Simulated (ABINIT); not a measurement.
Crystal: Hf.

```xyz
2
Lattice="3.1967 0.0000 0.0000 -1.5983 2.7684 0.0000 0.0000 0.0000 5.0578" Properties=species:S:1:pos:R:3 pbc="T T T"
Hf    1.5984    0.9228    3.7934
Hf    0.0000    1.8456    1.2645
```

Base run:

```yaml
Program: ABINIT 10.8.3 (patched build)
Functional: LDA
Potentials_or_basis: PseudoDojo NC SR LDA v0.4.1 standard
Cutoff: 707 eV
k_mesh: 8 × 8 × 4
Occupations: fermi-dirac, width 0.05 eV
Spin: no spin polarisation
```

Its results: band gap on the k mesh none (metal or under the smearing width); pressure -9.2 GPa.

Problem. The run is repeated on the same cell with these changes: functional from LDA to PBE; potentials or basis from PseudoDojo NC SR LDA v0.4.1 standard to PseudoDojo NC SR PBE v0.4.1 standard. What comes out?

Solution. Band gap on the k mesh none (metal or under the smearing width); pressure 0.3 GPa.
